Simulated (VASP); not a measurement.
Li2Se:

```xyz
3
Lattice="0.0000 3.0025 3.0025 3.0025 0.0000 3.0025 3.0025 3.0025 0.0000" Properties=species:S:1:pos:R:3 pbc="T T T"
Se    0.0000    0.0000    0.0000
Li    4.5038    4.5038    4.5038
Li    1.5012    1.5012    1.5012
```

Base run:

* Program: VASP 6.6.1
* Functional: LAK
* Potentials or basis: VASP PAW PBE potentials, release 64 (Se, Li_sv)
* Cutoff: 520 eV
* k mesh: 8 × 8 × 8
* Occupations: fermi-dirac, width 0.05 eV
* Spin: no spin polarisation

Its results: band gap on the k mesh 3.83 eV, indirect (least direct gap 4.73 eV).

Question: The run is repeated on the same cell with these changes: functional from LAK to PW91; further incar settings from ALGO = Normal; EDIFF = 1e-06; NBANDS = 13 to ALGO = Fast; EDIFF = 1e-07; NBANDS = 13. What comes out?

Answer: Band gap on the k mesh 2.98 eV, indirect (least direct gap 3.40 eV).
